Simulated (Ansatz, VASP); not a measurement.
## MoS2: VASP beside Ansatz

```
CELL_PARAMETERS angstrom
1.57174 0.90744 5.97409
-1.57174 0.90744 5.97409
0.00000 -1.81489 5.97409
ATOMIC_POSITIONS crystal
Mo 0.00000 0.00000 0.00000
S 0.75565 0.75565 0.75565
S 0.24435 0.24435 0.24435
```

Alike in both runs: functional PBE; dispersion D3(BJ); k mesh 9 × 9 × 9; occupations gaussian, width 0.1 eV; no spin polarisation.

Ansatz relaxed the structure, and its values are those at the end. VASP's run is a single point on that final structure, the one shown.

|  | VASP | Ansatz |
| --- | --- | --- |
| version | VASP 6.6.1 | Ansatz 0.2.0 |
| potentials or method | VASP PAW PBE potentials, release 64 (Mo_sv, S) | scalar-relativistic, plane waves, PAW |
| plane-wave cutoff (eV) | 520 | 420 |
| valence electrons in the cell | 26 | 26 |

VASP gave:

```
gap on the k mesh at the Fermi level (eV) : none
pressure (GPa)                            : -0.2
rms of the force components (eV/Å)        : 0.015
```

Q: Estimate Ansatz's values.

A: gap on the k mesh at the Fermi level (eV): none; pressure (GPa): -0.1; rms of the force components (eV/Å): 0.021.

A gap of «none» marks a metal or a gap that the smearing closes.

Caveats: pairwise dispersion overbinds metals, which lowers pressure and volume.
